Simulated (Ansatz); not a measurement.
# GaAs under changes of volume

One of the cells (22.590 Å³/atom); the others are scaled copies at fixed shape and fractional positions:

```
As Ga
1.0
     0.00000    2.82685    2.82685
     2.82685    0.00000    2.82685
     2.82685    2.82685    0.00000
As Ga
1 1
Direct
  0.75000 0.75000 0.75000
  0.00000 0.00000 0.00000
```

| Item | Value |
| --- | --- |
| Program | Ansatz 0.2.0 |
| Functional | PBEsol |
| Potentials or basis | all-electron LAPW, scalar-relativistic |
| Cutoff | 342 eV (chosen from the basis error) |
| Basis error allowed | 0.0005 eV/atom |
| k mesh | 8 × 8 × 8 |
| Occupations | fermi-dirac, width 0.05 eV |
| Spin | no spin polarisation |

```csv
volume (Å³/atom),energy over the lowest point (meV/atom),pressure (GPa),gap on the mesh (eV)
21.234,?,?,?
21.686,9.60,3.3,0.75
22.138,2.58,1.7,0.60
22.590,0.00,0.2,0.45
23.041,1.40,-1.1,0.30
23.493,6.34,-2.3,0.16
23.945,14.35,-3.3,none
```

What does the run at 21.234 Å³/atom give?

Energy over the lowest point 21.60 meV/atom; pressure 5.2 GPa; gap on the mesh 0.92 eV.

Worked out: A Birch-Murnaghan fit of order 3 (a polynomial in V^(-2/3)) to the other rows has its minimum at 22.65 Å³/atom with B0 = V·E''(V) = 69 GPa and B' = 5.1. It gives 21.70 meV/atom at 21.234 Å³/atom, against the run's 21.60, and -dE/dV = 5.3 GPa, against 5.2.

Energies are extrapolated to zero smearing.

A mesh can miss the band edges. Spin-orbit coupling on As, Ga is left out.

A gap of «none» marks a metal or a gap under the smearing width.
